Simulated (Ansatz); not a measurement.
Two isomers of C5H8O2: A = `C=C(C)C(=O)OC`, B = `CC1CCC(=O)O1`.

Isolated molecules relaxed with PBE0-D4/def2-TZVP in Ansatz; ΔE leaves out vibrations. CCSD(T)/CBS is the MP2 limit (def2-TZVPP, def2-QZVPP) plus CCSD(T) − MP2 in def2-TZVPP, frozen cores. Functionals use def2-TZVPP. B3LYP here is the variant with VWN-RPA as its local correlation; programs differ in this. One conformer a species, not always the lowest.

Question: Which is lower in electronic energy at CCSD(T)/CBS, and by how much? (Best estimate.)

Answer: Computed: B, by 76.9 kJ/mol.

Question: Give E(B) − E(A) in kJ/mol with B3LYP, r2SCAN-D4, MP2/def2-TZVPP, CCSD/def2-TZVPP, ωB97M-V, PBE0-D4, B2PLYP. (Estimate.)

Answer: Computed: B3LYP -60.4, r2SCAN-D4 -78.1, MP2/def2-TZVPP -83.9, CCSD/def2-TZVPP -79.4, ωB97M-V -81.2, PBE0-D4 -90.1, B2PLYP -68.0. None reverses the order clearly.

Largest T1 diagnostic: 0.014.

From PBE to PBE0 (25 % exact exchange), in def2-TZVPP and without D4, E(B) − E(A) moves by −12.0 kJ/mol. The D4 term adds −3.6 kJ/mol with B3LYP and −1.8 kJ/mol with PBE0; it sums over pairs of atoms, weighted by their polarisabilities, and B3LYP, whose exchange is more repulsive, gets the larger term.
